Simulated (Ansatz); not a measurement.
The system is GaN.

```
Ga N
1.0
     3.18000    0.00000    0.00000
    -1.59000    2.75396    0.00000
     0.00000    0.00000    5.16600
Ga N
2 2
Direct
  0.66667 0.33333 0.50000
  0.33333 0.66667 0.00000
  0.66667 0.33333 0.87500
  0.33333 0.66667 0.37500
```

Base run:

| Property | Result |
| --- | --- |
| Program | Ansatz 0.2.0 |
| Functional | PBEsol |
| Potentials or basis | all-electron LAPW, scalar-relativistic |
| Cutoff | 395 eV |
| Density cutoff | 1580 eV |
| Basis error allowed | 0.002 eV/atom |
| k mesh | 10 × 10 × 5 |
| Occupations | fermi-dirac, width 0.05 eV |
| Spin | no spin polarisation |

Its results: band gap on the k mesh 1.92 eV, direct; pressure 1.0 GPa; largest force 0.133 eV/Å.

**Question.** After a change of settings the same cell gave: band gap on the k mesh 1.98 eV, direct; pressure -4.3 GPa; largest force 0.126 eV/Å. Which change was it?
A. functional from PBEsol to PBE
B. functional from PBEsol to LDA
C. functional from PBEsol to PBE; basis error allowed from 0.002 eV/atom to 0.001 eV/atom

**Answer.** B.

LDA binds more tightly than PBEsol, so the same cell stands under less pressure.

Not every run made on this cell is shown here.
